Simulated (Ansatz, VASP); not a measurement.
Two plane-wave programs on C

```
CELL_PARAMETERS angstrom
2.43106 0.00000 0.00000
-1.21553 2.10536 0.00000
0.00000 0.00000 5.63597
ATOMIC_POSITIONS crystal
C 0.00000 0.00000 0.25000
C 0.00000 0.00000 0.75000
C 0.33333 0.66667 0.25000
C 0.66667 0.33333 0.75000
```

Alike in both runs: functional PBE; k mesh 15 × 15 × 5; occupations fermi-dirac, width 0.1 eV; no spin polarisation.

Ansatz relaxed the structure, and its values are those at the end. VASP's run is a single point on that final structure, the one shown.

|  | VASP | Ansatz |
| --- | --- | --- |
| version | VASP 6.6.1 | Ansatz 0.2.0 |
| potentials or method | VASP PAW PBE potentials, release 64 (C) | PAW with Ansatz's default frozen-core files, scalar-relativistic |
| plane-wave cutoff (eV) | 520 | 420 |
| valence electrons in the cell | 16 | 16 |

|  | VASP | Ansatz | Ansatz less VASP |
| --- | --- | --- | --- |
| pressure (GPa) | 21.5 | 21.0 | -0.53 |

Caveats: so large a pressure means that the cell lies far from this level's equilibrium, or that cutoff or potentials fall short (VASP).
